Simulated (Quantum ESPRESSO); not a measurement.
PbO2: equation of state with PBE

Crystal: PbO2.

```
Pb O
1.0
     0.00000    2.70199    2.70199
     2.70199    0.00000    2.70199
     2.70199    2.70199    0.00000
Pb O
1 2
Direct
  0.00000 0.00000 0.00000
  0.75000 0.75000 0.75000
  0.25000 0.25000 0.25000
```

The cell comes from a database or a generator and needn't be the stable form of this composition.

| Item | Value |
| --- | --- |
| Program | Quantum ESPRESSO 7.5 |
| Task | equation of state |
| Functional | PBE |
| Potentials or basis | SSSP 1.3 efficiency PBE |
| Cutoff | 748 eV |
| Density cutoff | 5987 eV |
| k mesh | 9 × 9 × 9 |
| Occupations | fermi-dirac, width 0.05 eV |
| Spin | no spin polarisation |
| Mixing beta | 0.5 |
| Most SCF iterations | 120 |
| SCF threshold | 6e-10 Ry |

* Equilibrium volume: 13.30 Å³/atom
* Bulk modulus: 132 GPa
* Pressure derivative of the bulk modulus: 5.0

Energy against volume, from the lowest point:
```csv
volume (Å³/atom),energy (meV/atom)
12.362,31.04
12.625,15.19
12.888,5.15
13.151,0.28
13.414,0.00
13.677,3.80
13.940,11.22
```

All runs of the series together: 6 min on 1 thread of Intel(R) Xeon(R) Platinum 8259CL CPU @ 2.50GHz (Skylake/Cascade Lake), on a shared host.

The run has no spin-orbit coupling, so splittings on Pb are missing.
